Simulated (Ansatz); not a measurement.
Method: DFT, RPBE, plane waves (420 eV) with PAW, scalar-relativistic in Ansatz. (PAW data from PBE, frozen cores regenerated.)

An element in the simple cubic structure gives this curve. The cell is scaled uniformly from the relaxed one, with fractional coordinates and shape fixed. Energies are extrapolated to zero smearing, pressures are those at the given smearing. Magnetic state: spin not included.

| V (Å³/atom) | E − E₀ (meV/atom) | P (GPa) |
| --- | --- | --- |
| 15.311 | 233.3 | 41.45 |
| 16.007 | 93.1 | 24.29 |
| 16.703 | 19.7 | 10.51 |
| 17.399 | 0.1 | -0.57 |
| 18.095 | 23.7 | -9.47 |
| 18.791 | 82.0 | -16.62 |
| 19.487 | 168.2 | -22.34 |

Problem. Which element is it?
A. platinum
B. palladium
C. tungsten
D. rhenium

Solution. D. Its fit is V₀ = 17.34 Å³/atom, B₀ = 251 GPa, B₀′ = 4.4.
